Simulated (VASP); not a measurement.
# AlN (P6_3/mmc) in VASP: notebook, part 2 of 2

VASP 6.6.1. The steps go on from the part before.

### Step 4. Atomic charges, vdW-DF (atoms moved at random, drawn with an rms of 0.02 Å)

INCAR

```
SYSTEM = AlN
PREC = Accurate
ENCUT = 550
EDIFF = 1E-7
ISMEAR = 0
SIGMA = 0.05
LREAL = .FALSE.
LASPH = .TRUE.
NELM = 60
ALGO = Fast
ISIF = 2
LWAVE = .FALSE.
LCHARG = .FALSE.
GGA = RE
LUSE_VDW = .TRUE.
AGGAC = 0.0
LORBIT = 10
```

KPOINTS

```
regular mesh
0
G
  9 9 7
  0 0 0
```

POSCAR

```
AlN
1.0
    3.3121157418      0.0000000000      0.0000000000
   -1.6560578709      2.8683763727      0.0000000000
    0.0000000000      0.0000000000      4.1875630000
Al N
2 2
Direct
    0.6580370000      0.3290150000      0.2544350000
    0.3361320000      0.6677800000      0.7476510000
    0.6609960000      0.3294230000      0.7473980000
    0.3363800000      0.6705650000      0.2497700000
```

Potentials or basis: VASP PAW PBE potentials, release 64 (Al_GW, N_GW).

Command:

```console
> cat potpaw_PBE.64/Al_GW/POTCAR potpaw_PBE.64/N_GW/POTCAR > POTCAR
> mpirun -np 1 vasp_std > vasp.out
```

OUTCAR:

```text
SYSTEM = AlN
   PREC = Accurate
   ENCUT = 550
   EDIFF = 1E-7
   ISMEAR = 0
   LREAL = .FALSE.
   LASPH = .TRUE.
   NELM = 60
   ISIF = 2
   GGA = RE
   LORBIT = 10

 ion  position               nearest neighbor table
   1  0.658  0.329  0.254-   4 1.89   4 1.90   4 1.95   3 2.06   3 2.12
   2  0.336  0.668  0.748-   3 1.90   3 1.90   3 1.94   4 2.08   4 2.10
   3  0.661  0.329  0.747-   2 1.90   2 1.90   2 1.94   1 2.06   1 2.12
   4  0.336  0.671  0.250-   1 1.89   1 1.90   1 1.95   2 2.08   2 2.10

  LATTYP: Found a hexagonal cell.
 ALAT       =     3.3121157418
 C/A-ratio  =     1.2643166261

  Lattice vectors:

 A1 = (   3.3121157418,   0.0000000000,   0.0000000000)
 A2 = (  -1.6560578709,   2.8683763727,   0.0000000000)
 A3 = (   0.0000000000,   0.0000000000,   4.1875630000)

Analysis of symmetry for initial positions (statically):
=====================================================================
 Subroutine PRICEL returns:
 Original cell was already a primitive cell.

 Routine SETGRP: Setting up the symmetry group for a
 hexagonal supercell.

[... 537 lines left out ...]
      9      11.7658      0.00000
     10      14.1234      0.00000
     11      14.4408      0.00000
     12      15.6081      0.00000

 [... further k-points ...]

------------------------ aborting loop because EDIFF is reached ----------------------------------------

  FORCE on cell =-STRESS in cart. coord.  units (eV):
  Direction    XX          YY          ZZ          XY          YZ          ZX
  --------------------------------------------------------------------------------------
  -------------------------------------------------------------------------------------
  Total        0.2177049      1.1548430      1.0112490     -0.5052291      0.0040178     -0.0023489
  in kB        8.7675007     46.5083067     40.7254325    -20.3467921      0.1618080     -0.0945975
  external PRESSURE =      32.0004133 kB  Pullay stress =       0.0000000 kB

 VOLUME and BASIS-vectors are now :
 -----------------------------------------------------------------------------
  energy-cutoff  :      550.00
  volume of cell :       39.78
      direct lattice vectors                 reciprocal lattice vectors
     3.312115742  0.000000000  0.000000000     0.301921816  0.174314642  0.000000000
    -1.656057871  2.868376373  0.000000000     0.000000000  0.348629284  0.000000000
     0.000000000  0.000000000  4.187563000     0.000000000  0.000000000  0.238802377

 POSITION                                       TOTAL-FORCE (eV/Angst)
 -----------------------------------------------------------------------------------
      1.63463      0.94374      1.06546         0.360028      0.330123     -0.220156
      0.00743      1.91544      3.13084        -0.293858     -0.187056      0.194284
      1.64375      0.94491      3.12978         0.256192      0.234785      0.091665
      0.00364      1.92343      1.04593        -0.322362     -0.377852     -0.065794
 -----------------------------------------------------------------------------------
    total drift:                                0.000010     -0.000024     -0.000018

  FREE ENERGIE OF THE ION-ELECTRON SYSTEM (eV)
  ---------------------------------------------------
  free  energy   TOTEN  =       -22.4849408324 eV

  energy  without entropy=      -22.4849408324  energy(sigma->0) =      -22.48494083

Total vdW correction in eV:      2.8460579

 total charge

# of ion       s       p       d       tot
------------------------------------------
    1        0.394   0.505   0.222   1.121
    2        0.393   0.505   0.221   1.119
    3        1.194   2.585   0.000   3.779
    4        1.194   2.585   0.000   3.779
--------------------------------------------------
tot          3.176   6.180   0.443   9.798
```

Wall time 3.2 min (1 thread of Intel Xeon Platinum 8488C (Sapphire Rapids), shared host); peak memory 0.46 GiB.

What came out:

- Free energy: -22.4849 eV
- Pressure: 3.2 GPa
- Largest force: 0.536 eV/Å
- Band gap on the k mesh: 3.53 eV, direct
- Valence electrons inside the program's atomic spheres: Al 1.12; N 3.78

Forces in eV/Å, atoms in the order of the input:
```
Al   0.360  0.330 -0.220
Al  -0.294 -0.187  0.194
N    0.256  0.235  0.092
N   -0.322 -0.378 -0.066
```

Stress tensor (GPa, compression positive):
```
 0.88 -2.03 -0.01
-2.03  4.65  0.02
-0.01  0.02  4.07
```

Caveat: the PAW data sets were made with another functional, which shifts forces and pressure a little; an odd mesh through Γ misses points on the zone boundary, where band edges often lie.

### Step 5. Single point, LDA

INCAR

```
ALGO = Normal
EDIFF = 1E-6
ENCUT = 520
GGA = CA
ISIF = 2
ISMEAR = 0
LASPH = True
LCHARG = False
LREAL = False
LWAVE = False
NBANDS = 16
NELM = 80
PREC = Accurate
SIGMA = 0.1
```

KPOINTS

```
k-points
0
Gamma
  9 9 7
```

POSCAR

```
AlN
1.0
    3.3121157418      0.0000000000      0.0000000000
   -1.6560578709      2.8683763727      0.0000000000
    0.0000000000      0.0000000000      4.1875630000
Al N
2 2
Direct
    0.6666666667      0.3333333333      0.2500000000
    0.3333333333      0.6666666667      0.7500000000
    0.6666666667      0.3333333333      0.7500000000
    0.3333333333      0.6666666667      0.2500000000
```

Potentials or basis: VASP PAW LDA potentials, release 54 (Al, N).

Command:

```console
> cat potpaw_LDA.54/Al/POTCAR potpaw_LDA.54/N/POTCAR > POTCAR
> mpirun -np 1 vasp_std > vasp.out
```

OUTCAR:

```text
EDIFF = 1E-6
   ENCUT = 520
   GGA = CA
   ISIF = 2
   ISMEAR = 0
   LASPH = True
   LREAL = False
   NELM = 80
   PREC = Accurate

 ion  position               nearest neighbor table
   1  0.667  0.333  0.250-   4 1.91   4 1.91   4 1.91   3 2.09   3 2.09   2 2.84   2 2.84   2 2.84
                             2 2.84   2 2.84   2 2.84
   2  0.333  0.667  0.750-   3 1.91   3 1.91   3 1.91   4 2.09   4 2.09   1 2.84   1 2.84   1 2.84
                             1 2.84   1 2.84   1 2.84
[... 664 lines left out ...]
  --------------------------------------------------------------------------------------
  -------------------------------------------------------------------------------------
  Total       -2.0044728     -2.0044728     -2.1241805      0.0000000      0.0000000      0.0000000
  in kB      -80.7249442    -80.7249442    -85.5458610      0.0000000      0.0000000      0.0000000
  external PRESSURE =     -82.3319165 kB  Pullay stress =       0.0000000 kB

 VOLUME and BASIS-vectors are now :
 -----------------------------------------------------------------------------
  energy-cutoff  :      520.00
  volume of cell :       39.78
      direct lattice vectors                 reciprocal lattice vectors
     3.312115742  0.000000000  0.000000000     0.301921816  0.174314642  0.000000000
    -1.656057871  2.868376373  0.000000000     0.000000000  0.348629284  0.000000000
     0.000000000  0.000000000  4.187563000     0.000000000  0.000000000  0.238802377

 POSITION                                       TOTAL-FORCE (eV/Angst)
 -----------------------------------------------------------------------------------
      1.65606      0.95613      1.04689         0.000000      0.000000      0.000000
     -0.00000      1.91225      3.14067        -0.000000     -0.000000      0.000000
      1.65606      0.95613      3.14067        -0.000000      0.000000      0.000000
     -0.00000      1.91225      1.04689         0.000000     -0.000000      0.000000
 -----------------------------------------------------------------------------------
    total drift:                               -0.000000     -0.000000     -0.000000

  FREE ENERGIE OF THE ION-ELECTRON SYSTEM (eV)
  ---------------------------------------------------
  free  energy   TOTEN  =       -32.4420244045 eV

  energy  without entropy=      -32.4420244045  energy(sigma->0) =      -32.44202440
```

Wall time 58 s (1 thread of AMD EPYC, shared host); peak memory 0.12 GiB.

Results:

```yaml
Free_energy: -32.4420 eV
Pressure: -8.2 GPa
Band_gap_on_the_k_mesh: 3.28 eV, direct
```

Caveat: an odd mesh through Γ misses points on the zone boundary, where band edges often lie. LDA gaps usually lie below the measured ones, often by a third to a half.

### Step 6. Single point, LDA

run.py

```python
from ase.calculators.vasp import Vasp
from ase.dft.bandgap import bandgap
from ase.io import read

atoms = read('AlN.cif', primitive_cell=True, subtrans_included=False)
calc = Vasp(
    directory='calc',
    xc='lda',
    pp='LDA',
    setups='recommended',
    pp_version='54',
    prec='Accurate',
    encut=520,
    ediff=1e-06,
    ismear=0,
    sigma=0.1,
    lreal=False,
    lasph=True,
    nelm=100,
    algo='Normal',
    isif=2,
    lwave=False,
    lcharg=True,
    lelf=True,
    lvhar=True,
    kpts=[9, 9, 7],
    gamma=True,
    nbands=16,
)
atoms.calc = calc

print('energy (eV):', atoms.get_potential_energy())
print('free energy (eV):', atoms.get_potential_energy(force_consistent=True))
print('forces (eV/A):')
print(atoms.get_forces())
print('stress (eV/A^3, Voigt):', atoms.get_stress())
print('Fermi level (eV):', calc.get_fermi_level())
gap, top, bottom = bandgap(calc)
print('band gap (eV):', gap, 'from (spin, k, band)', top, 'to', bottom)
```

AlN.cif

```cif
data_AlN
_cell_length_a 3.31211574
_cell_length_b 3.31211574
_cell_length_c 4.18756300
_cell_angle_alpha 90.00000000
_cell_angle_beta 90.00000000
_cell_angle_gamma 120.00000000
_space_group_name_H-M_alt 'P6_3/mmc'
_space_group_name_Hall '-P 6c 2c'
_space_group_IT_number 194
loop_
_space_group_symop_operation_xyz
'x,y,z'
'-x,-y,-z'
'x-y,x,z+1/2'
'-x+y,-x,-z+1/2'
'-y,x-y,z'
'y,-x+y,-z'
'-x,-y,z+1/2'
'x,y,-z+1/2'
'-x+y,-x,z'
'x-y,x,-z'
'y,-x+y,z+1/2'
'-y,x-y,-z+1/2'
'-y,-x,-z+1/2'
'y,x,z+1/2'
'-x,-x+y,-z'
'x,x-y,z'
'-x+y,y,-z+1/2'
'x-y,-y,z+1/2'
'y,x,-z'
'-y,-x,z'
'x,x-y,-z+1/2'
'-x,-x+y,z+1/2'
'x-y,-y,-z'
'-x+y,y,z'
loop_
_atom_site_label
_atom_site_type_symbol
_atom_site_symmetry_multiplicity
_atom_site_Wyckoff_symbol
_atom_site_fract_x
_atom_site_fract_y
_atom_site_fract_z
_atom_site_occupancy
Al1 Al 2 d 0.6666666667 0.3333333333 0.2500000000 1
N1 N 2 c 0.6666666667 0.3333333333 0.7500000000 1
```

Potentials or basis: VASP PAW LDA potentials, release 54 (Al, N).

Command:

```console
> python run.py
```

Standard output:

```text
energy (eV): -32.44202441
free energy (eV): -32.44202441
forces (eV/A):
[[-0. -0.  0.]
 [ 0. -0.  0.]
 [ 0.  0.  0.]
 [-0.  0.  0.]]
stress (eV/A^3, Voigt): [ 0.05038455  0.05038455  0.05339353 -0.         -0.          0.        ]
Fermi level (eV): 8.12482783
band gap (eV): 3.2848999999999995 from (spin, k, band) (0, np.int64(0), np.int64(7)) to (0, np.int64(0), np.int64(8))
```

OUTCAR:

```text
ENCUT = 520.000000
   EDIFF = 1.00e-06
   PREC = Accurate
   ISIF = 2
   ISMEAR = 0
   NELM = 100
   LASPH = .TRUE.
   LREAL = .FALSE.

 ion  position               nearest neighbor table
   1  0.667  0.333  0.250-   4 1.91   4 1.91   4 1.91   3 2.09   3 2.09   2 2.84   2 2.84   2 2.84
                             2 2.84   2 2.84   2 2.84
   2  0.333  0.667  0.750-   3 1.91   3 1.91   3 1.91   4 2.09   4 2.09   1 2.84   1 2.84   1 2.84
                             1 2.84   1 2.84   1 2.84
   3  0.667  0.333  0.750-   2 1.91   2 1.91   2 1.91   1 2.09   1 2.09
   4  0.333  0.667  0.250-   1 1.91   1 1.91   1 1.91   2 2.09   2 2.09

  LATTYP: Found a hexagonal cell.
 ALAT       =     3.3121157400
 C/A-ratio  =     1.2643166268

  Lattice vectors:

 A1 = (   3.3121157400,   0.0000000000,   0.0000000000)
 A2 = (  -1.6560578700,   2.8683763711,   0.0000000000)
 A3 = (   0.0000000000,   0.0000000000,   4.1875630000)

Analysis of symmetry for initial positions (statically):
=====================================================================
 Subroutine PRICEL returns:
 Original cell was already a primitive cell.

 Routine SETGRP: Setting up the symmetry group for a
 hexagonal supercell.

 Subroutine GETGRP returns: Found 24 space group operations
 (whereof 12 operations were pure point group operations)
 out of a pool of 24 trial point group operations.

The static configuration has the point symmetry D_3d.
 The point group associated with its full space group is D_6h.

Analysis of symmetry for dynamics (positions and initial velocities):
=====================================================================
 Subroutine PRICEL returns:
 Original cell was already a primitive cell.

 Routine SETGRP: Setting up the symmetry group for a
 hexagonal supercell.

 Subroutine GETGRP returns: Found 24 space group operations
 (whereof 12 operations were pure point group operations)
 out of a pool of 24 trial point group operations.

The dynamic configuration has the point symmetry D_3d.
 The point group associated with its full space group is D_6h.

 Subroutine INISYM returns: Found 24 space group operations
 (whereof 12 operations are pure point group operations),
 and found     1 'primitive' translations

----------------------------------------------------------------------------------------

                                     Primitive cell

  volume of cell :      39.7835

  direct lattice vectors                    reciprocal lattice vectors
     3.312115740  0.000000000  0.000000000     0.301921816  0.174314642  0.000000000
[... 96 lines left out ...]
   ISIF   =      2    stress and relaxation
   ISYM   =      2    0-nonsym 1-usesym 2-fastsym
   POTIM  = 0.5000    time-step for ionic-motion
   TEBEG  =    0.0;   TEEND  =   0.0 temperature during run
   PSTRESS=    0.0 pullay stress
   NELECT =      16.0000    total number of electrons
   NUPDOWN=      -1.0000    fix difference up-down
   EMIN   =  10.00;   EMAX   =-10.00  energy-range for DOS
   EFERMI =   0.00;   METHOD = LEGACY
   ISMEAR =     0;   SIGMA  =   0.10  broadening in eV -4-tet -1-fermi 0-gaus
   EFERMI_NEDOS =   21; number of points for ismear=-14 and -15
   IALGO  =     38    algorithm
   IMIX   =      4    mixing-type and parameters
     AMIX     =   0.40;   BMIX     =  1.00
     AMIX_MAG =   1.60;   BMIX_MAG =  1.00
  volume/ion in A,a.u.               =       9.95        67.12
  Fermi-wavevector in a.u.,A,eV,Ry     =   1.208409  2.283561 19.867927  1.460251
  Thomas-Fermi vector in A             =   2.344017
   LORBIT       =      0    0 simple, 1 ext, 2 COOP (PROOUT), +10 PAW based schemes
   GGA     = CA    functional components
   LHFCALC =     F    Hartree Fock is set to
   AEXX    =    0.0000 exact exchange contribution
   IVDW    =     0    specifies the selected vdW correction
   LEPSILON=     F    determine dielectric tensor
   LRPA    =     F    only Hartree local field effects (RPA)
 non-spin polarized calculation
 Gauss-broadening in eV      SIGMA  =   0.10
  energy-cutoff  :      520.00
  volume of cell :       39.78
 maximum number of plane-waves:      1090
 NGX is ok and might be reduce to    28
   NGX = 13   NGY = 13   NGZ = 15

 number of electron      16.0000001 magnetization

 Free energy of the ion-electron system (eV)
  ---------------------------------------------------
  ext. energy  EPLUGINS =         0.00000000
  ---------------------------------------------------
  free energy    TOTEN  =       -32.44202441 eV

  energy without entropy =      -32.44202441  energy(sigma->0) =      -32.44202441

 E-fermi :   8.1248     XC(G=0): -11.4878

 val. band max:        7.6841617330   @ k =   0.0000   0.0000   0.0000
 cond. band min:      10.9691056487   @ k =   0.0000   0.0000   0.0000
 fundamental gap:      3.2849439157
 Fermi energy:         8.1248278304

 k-point     1 :       0.0000    0.0000    0.0000
  band No.  band energies     occupation
      1      -8.9405      2.00000
      2      -5.2122      2.00000
      3       0.7835      2.00000
      4       4.4122      2.00000
      5       4.4122      2.00000
      6       6.0784      2.00000
[... 433 lines left out ...]
      3       1.0799      2.00000
      4       2.2756      2.00000
      5       2.2756      2.00000
      6       4.7643      2.00000
[... 8 lines left out ...]
     15      18.7165      0.00000
     16      20.4125      0.00000

 [... further k-points ...]

------------------------ aborting loop because EDIFF is reached ----------------------------------------

  FORCE on cell =-STRESS in cart. coord.  units (eV):
  Direction    XX          YY          ZZ          XY          YZ          ZX
  --------------------------------------------------------------------------------------
  -------------------------------------------------------------------------------------
  Total       -2.0044727     -2.0044727     -2.1241804     -0.0000000      0.0000000      0.0000000
  in kB      -80.7249414    -80.7249414    -85.5458596     -0.0000000      0.0000000      0.0000000
  external PRESSURE =     -82.3319141 kB  Pullay stress =       0.0000000 kB

 VOLUME and BASIS-vectors are now :
 -----------------------------------------------------------------------------
  energy-cutoff  :      520.00
  volume of cell :       39.78
      direct lattice vectors                 reciprocal lattice vectors
     3.312115740  0.000000000  0.000000000     0.301921816  0.174314642  0.000000000
    -1.656057870  2.868376371  0.000000000     0.000000000  0.348629284  0.000000000
     0.000000000  0.000000000  4.187563000     0.000000000  0.000000000  0.238802377

 POSITION                                       TOTAL-FORCE (eV/Angst)
 -----------------------------------------------------------------------------------
      1.65606      0.95613      1.04689        -0.000000     -0.000000      0.000000
     -0.00000      1.91225      3.14067         0.000000     -0.000000      0.000000
      1.65606      0.95613      3.14067         0.000000      0.000000      0.000000
     -0.00000      1.91225      1.04689        -0.000000      0.000000      0.000000
 -----------------------------------------------------------------------------------
    total drift:                               -0.000000      0.000000     -0.000000

  FREE ENERGIE OF THE ION-ELECTRON SYSTEM (eV)
  ---------------------------------------------------
  free  energy   TOTEN  =       -32.4420244067 eV

  energy  without entropy=      -32.4420244067  energy(sigma->0) =      -32.44202441
```

INCAR:

```text
ENCUT = 520.000000
SIGMA = 0.100000
EDIFF = 1.00e-06
ALGO = Normal
PREC = Accurate
ISIF = 2
ISMEAR = 0
NBANDS = 16
NELM = 100
LASPH = .TRUE.
LCHARG = .TRUE.
LELF = .TRUE.
LVHAR = .TRUE.
LWAVE = .FALSE.
LREAL = .FALSE.
```

Wall time 62 s (1 thread of AMD EPYC, shared host); peak memory 0.12 GiB.

Results:

| Quantity | Value |
| --- | --- |
| Free energy | -32.4420 eV |
| Pressure | -8.2 GPa |
| Band gap on the k mesh | 3.28 eV, direct |

Levels at points of the mesh, in eV from the valence-band top:
```csv
k point,band 5,band 6,band 7,band 8,band 9,band 10,band 11,band 12
"(0.00, 0.00, 0.00)",-3.27,-1.61,-1.61,0.00,3.28,4.24,8.04,8.04
```

Caveat: an odd mesh through Γ misses points on the zone boundary, where band edges often lie.

### Step 7. For comparison

An earlier run on the cell as given: functional PBE; potentials or basis VASP PAW PBE potentials, release 64 (Al, N); cutoff 520 eV; k mesh 9 × 9 × 7; occupations fermi-dirac, width 0.05 eV; no spin polarisation.

* Pressure: 0.0 GPa
* Band gap on the k mesh: 3.27 eV, direct

### Step 8. Overview

| task | level | potentials or basis | cell | cutoff (eV) | smearing | gap on the mesh (eV) | pressure (GPa) |
| --- | --- | --- | --- | --- | --- | --- | --- |
| single point | PBE | VASP PAW PBE potentials, release 64 (Al_GW, N_GW) | as given | 550 | gaussian 0.02 eV | 3.27 | -0.3 |
| atomic charges | vdW-DF | VASP PAW PBE potentials, release 64 (Al_GW, N_GW) | atoms moved at random, drawn with an rms of 0.02 Å | 550 | gaussian 0.05 eV | 3.53 | 3.2 |
| single point | LDA | VASP PAW LDA potentials, release 54 (Al, N) | as given | 520 | gaussian 0.1 eV | 3.28 | -8.2 |
| single point | PBE | VASP PAW PBE potentials, release 64 (Al, N) | as given | 520 | fermi-dirac 0.05 eV | 3.27 | 0.0 |

Alike in all rows: no spin polarisation; k mesh 9 × 9 × 7.

Caveats: an odd mesh through Γ misses points on the zone boundary, where band edges often lie; the PAW data sets were made with another functional, which shifts forces and pressure a little (some runs).

Total energies depend on the potentials used, so only differences within one code and one set of settings carry meaning.
